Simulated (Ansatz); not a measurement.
# Si16H: the cost of one run

Method: DFT PBE, plane waves, PAW, scalar-relativistic, no spin polarisation, in Ansatz 0.2.0.

The COD cell was measured well above room temperature, so it is larger than a cold one.

## 1. The starting structure

The cell holds 17 atoms (HSi16): a = 7.705 Å, b = 7.705 Å, c = 7.705 Å, α = 60.00°, β = 60.00°, γ = 60.00°.

The coordinates stand in the first input below.

## 2. Relaxing the start

File input.yaml:

```yaml
accuracy: low
crystal:
  lattice:
    - [0.0, 5.448, 5.448]
    - [5.448, 0.0, 5.448]
    - [5.448, 5.448, 0.0]
  atoms:
    - { symbol: Si, position: [0.0, 0.0, 0.0] }
    - { symbol: Si, position: [0.125, 0.125, 0.125] }
    - { symbol: Si, position: [0.0, 0.0, 0.5] }
    - { symbol: Si, position: [0.125, 0.125, 0.625] }
    - { symbol: Si, position: [0.0, 0.5, 0.0] }
    - { symbol: Si, position: [0.125, 0.625, 0.125] }
    - { symbol: Si, position: [0.0, 0.5, 0.5] }
    - { symbol: Si, position: [0.125, 0.625, 0.625] }
    - { symbol: Si, position: [0.5, 0.0, 0.0] }
    - { symbol: Si, position: [0.625, 0.125, 0.125] }
    - { symbol: Si, position: [0.5, 0.0, 0.5] }
    - { symbol: Si, position: [0.625, 0.125, 0.625] }
    - { symbol: Si, position: [0.5, 0.5, 0.0] }
    - { symbol: Si, position: [0.625, 0.625, 0.125] }
    - { symbol: Si, position: [0.5, 0.5, 0.5] }
    - { symbol: Si, position: [0.625, 0.625, 0.625] }
    - { symbol: H, position: [0.8100635, 0.8197134, 0.3128235] }
total_charge: 1
basis:
  ecutwfc: 420.0
kpoints:
  mp_grid: { grid: [2, 2, 2] }
hamiltonian:
  xc: pbe
scf:
  occupations: { method: fermi_dirac, width: 0.02 }
  lower_state_search: "off"
relax:
  f_tol: 0.08
  max_steps: 25
  adjacent_minimum: "off"
```

On the command line:

```
> ansatz run input.yaml --threads 1 --pin off --max-ram 3072MiB --backend cpu --events-out ev --progress --plain --runs-dir out
```

**Question.** How long does this run take on 1 thread of Arm Neoverse V2, shared host, and how much memory does it need?

About 50 s, with a peak of 0.53 GiB.
